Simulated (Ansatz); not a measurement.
# GaSb (I-4m2) in Ansatz: equation of state

How stiff is GaSb in PBE, and what volume does it want? The cell is scaled to several volumes.

Everything below comes from runs of Ansatz 0.2.0. Logs are shortened: lines on timing, memory, paths and dates and some standing lists are left out, and cuts for length are marked.

### 1 The structure

It takes space group I-4m2 (No. 119, tetragonal). The conventional cell has a = 5.507 Å, b = 5.507 Å, c = 3.181 Å, α = 90.00°, β = 90.00°, γ = 90.00°. Sb (site symmetry -4m2) is surrounded by 4 Ga at 2.87 Å and 2 Sb at 3.18 Å. Ga (site symmetry -4m2) has 4 Sb at 2.87 Å and 2 Ga at 3.18 Å as nearest neighbours.

Measurements of this composition are mostly on another form, of space group No. 216.

### 2 Equation of state, PBE

Potentials or basis: all-electron LAPW, scalar-relativistic.

No new run: the results of the series are fitted here.

Results:

| Quantity | Value |
| --- | --- |
| Equilibrium volume | 24.19 Å³/atom |
| Bulk modulus at fixed shape and positions | 52 GPa |
| Pressure derivative of the bulk modulus | 4.7 |

Energy against volume, from the lowest point:
```
volume (Å³/atom)  energy (meV/atom)
          22.672              17.48
          23.155               7.81
          23.637               2.13
          24.120               0.00
          24.602               1.04
          25.084               4.93
          25.567              11.33
```

Caveat: the cell was scaled at fixed shape and fractional positions, which overstates the stiffness of a crystal with free parameters, most of all of layers and chains.
